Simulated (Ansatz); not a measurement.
fcc against bcc along group 4

Method: DFT, PBEsol, plane waves (420 eV) with PAW, scalar-relativistic in Ansatz 0.2.0. (PAW data from PBE, frozen cores regenerated.)

Each structure is relaxed within its symmetry, in the lowest magnetic state of the tried starts. Differences under about 8 meV lie within the error of the k-point mesh.

```tsv
element	E(fcc) − E(bcc) (meV/atom)	V(fcc) (Å³/atom)	V(bcc) (Å³/atom)	state of fcc	state of bcc
Ti	-48	16.71	16.60	spin not included	spin not included
Zr	?	?	?	?	?
Hf	-98	21.58	21.29	spin not included	spin not included
```

(1) Fill in the row of Zr.

## Answers

(1) E(fcc) − E(bcc) (meV/atom): -33; V(fcc) (Å³/atom): 22.24; V(bcc) (Å³/atom): 21.92; state of fcc: spin not included; state of bcc: spin not included.
